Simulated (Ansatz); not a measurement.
PbSe: pressure against volume per atom

Results calculated with Ansatz 0.2.0, not measured. Periodic Kohn-Sham DFT of a crystal at fixed atoms; pressure and stress are positive in compression; the energy is the free energy less that of spherical unpolarised free atoms; site moments are those in the method's own spheres, positive along +z.

Cell of the first row (space group Fm-3m, No. 225):
```
PbSe
1.0
      0.0000     2.9996     2.9996
      2.9996     0.0000     2.9996
      2.9996     2.9996     0.0000
Pb Se
1 1
Direct
  0.00000 0.00000 0.00000
  0.50000 0.50000 0.50000
```

Settings of every row: method all-electron PAW; functional PBEsol; relativity scalar; k mesh 7x7x7; filling fermi-dirac; smearing width 0.02 eV; nucleus gaussian.

Atom start moment: 0 on all atoms.

Limits: no spin-orbit coupling on heavy atoms.

Limits of some rows: small gap, it may come from the mesh (row 5).

```csv
row,volume per atom (Å³),pressure (GPa)
1,26.99,2.97
2,27.565,1.642
3,28.139,?
4,28.426,-0.098
5,28.713,-0.618
6,29,-1.111
7,29.287,-1.577
8,29.862,-2.437
9,30.436,-3.208
```

Question: what pressure should row 3 give?

Worked fit of pressure. Take u = (V_r/V)^(2/3) − 1 with V_r = 28.857 Å³ an atom, which is twice the finite (Eulerian) strain; such expansions in the strain, on which the Birch-Murnaghan equation of state is built, carry the rest volume and the bulk modulus. The shown rows have u = 0.0456, 0.03101, 0.01008, 0.00334, -0.00329, -0.00981, -0.02256, -0.03489. Least squares give pressure = −0.8684 + 74.268 × u + 211.45 × u² + 129 × u³ GPa; a parabola predicts inner rows, each left out in turn, worse (root mean square 0.002 against 0.00064 GPa). The rows lie off it by 0.000, 0.000, 0.000, 0.000, -0.001, 0.000, 0.001, 0.000. The pressure vanishes at u = 0.0113, or V = 28.37 Å³ an atom, and there the bulk modulus at fixed shape and fractions is B = −V dP/dV = (2/3)(1 + u) dP/du = 53.3 GPa. The withheld row has u = 0.01694, so the fit gives −0.8684 + 74.268 × (0.01694) + 211.45 × (0.01694)² + 129 × (0.01694)³ = 0.451 GPa.

The calculation gave 0.451 GPa. The fit meets it to the printed digit.
